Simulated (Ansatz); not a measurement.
AlN: the gap under strain, fitted and tested

Plane-wave DFT in Ansatz, PBE, scalar-relativistic PAW potentials, cutoff 420 eV, no spin-orbit coupling; no spin polarisation. AlN in space group F-43m, which needn't be the usual phase of this composition. Uniaxial strain along c; a, b and atoms relaxed (conventional cell); Kohn–Sham gaps sought over the whole zone.

```tsv
strain (%)	space group	gap (eV)
-4.5	I-4m2	3.012
-3.0	I-4m2	?
-1.5	I-4m2	3.204
+0.0	F-43m	3.312
+1.5	I-4m2	3.251
+3.0	I-4m2	3.187
+4.5	I-4m2	3.122
```

**Question.** Fit the given gaps and predict the missing one.

**Answer.** Next to zero the slopes are +72 meV per % on the compressed side and -41 on the stretched side. The slope drops at zero, where the strain lowers the symmetry and can split a degenerate edge, with another member setting the gap on each side, so only the side of the missing row is fitted, by a line: E_g = 3.309 +0.0663 ε eV (ε in %; scatter 4 meV). At -3.0 % this gives 3.110 eV; the run gave 3.103 eV, 7 meV away. The fit holds.

Cost: about 2 core-minutes for the runs cited, on Intel Xeon Platinum 8488C (Sapphire Rapids) (shared hosts).